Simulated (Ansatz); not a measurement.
Os:

```xyz
1
Lattice="0.0000 1.9450 1.9450 1.9450 0.0000 1.9450 1.9450 1.9450 0.0000" Properties=species:S:1:pos:R:3 pbc="T T T"
Os    0.0000    0.0000    0.0000
```

This isn't the form of Os at room conditions, which is hcp.

```yaml
Program: Ansatz 0.2.0
Task: single point
Functional: PBE
Potentials_or_basis: all-electron LAPW, scalar-relativistic
Cutoff: 275 eV (chosen from the basis error)
Basis_error_allowed: 0.001 eV/atom
k_mesh: 12 × 12 × 12
Occupations: fermi-dirac, width 0.05 eV
Spin: no spin polarisation
```

On this cell: pressure -10.0 GPa; band gap on the k mesh none (metal or under the smearing width).

The same run follows on a disturbed copy (cell strained at random at fixed volume):

```
CELL_PARAMETERS angstrom
0.03202 1.94743 1.94431
1.93066 0.01867 1.95766
1.95368 1.98379 -0.00434
ATOMIC_POSITIONS crystal
Os 0.98977 0.99974 0.99869
```

Q: What changes?

A: The energy (extrapolated to zero smearing) moves by +15.4 meV/atom; pressure -9.6 GPa; band gap on the k mesh none (metal or under the smearing width).

Stress tensor (GPa, compression positive):
```
 -6.32  -9.05  -1.47
 -9.05 -11.20   2.67
 -1.47   2.67 -11.24
```
